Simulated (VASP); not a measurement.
A run of VASP 6.6.1 is set up as follows.

INCAR

```
SYSTEM = IrO2
PREC = Accurate
ENCUT = 600
EDIFF = 1E-6
ISMEAR = 1
SIGMA = 0.1
LREAL = .FALSE.
LASPH = .TRUE.
NELM = 80
ALGO = Normal
ISIF = 3
LWAVE = .FALSE.
LCHARG = .FALSE.
GGA = PS
IBRION = 2
NSW = 90
EDIFFG = -0.01
KPAR = 4
```

File KPOINTS:

```
Automatic mesh
0
G
  8 8 12
  0 0 0
```

Contents of POSCAR:

```
IrO2
1.0
    4.5051000000      0.0000000000      0.0000000000
    0.0000000000      4.5051000000      0.0000000000
    0.0000000000      0.0000000000      3.1586000000
Ir O
2 4
Direct
    0.0000000000      0.0000000000      0.0000000000
    0.5000000000      0.5000000000      0.5000000000
    0.3077000000      0.3077000000      0.0000000000
    0.1923000000      0.8077000000      0.5000000000
    0.6923000000      0.6923000000      0.0000000000
    0.8077000000      0.1923000000      0.5000000000
```

Potentials or basis: VASP PAW PBE potentials, release 64 (Ir, O).

Command:

```bash
$ cat potpaw_PBE.64/Ir/POTCAR potpaw_PBE.64/O/POTCAR > POTCAR
$ mpirun -np 4 vasp_std > vasp.out
```

(1) Estimate the relaxed volume.

(2) What does it give for the space group after relaxing (to 0.05 Å)?

(3) What does it give for the band gap on the k mesh?

(4) Estimate the relaxed cell.

Answers

(1) 10.60 Å³/atom.

(2) P4_2/mnm (No. 136).

(3) none (metal or under the smearing width).

(4) a = 4.485 Å, b = 4.485 Å, c = 3.164 Å, α = 90.00°, β = 90.00°, γ = 90.00°.

Caveat: the PAW data sets were made with another functional, which shifts forces and pressure a little.
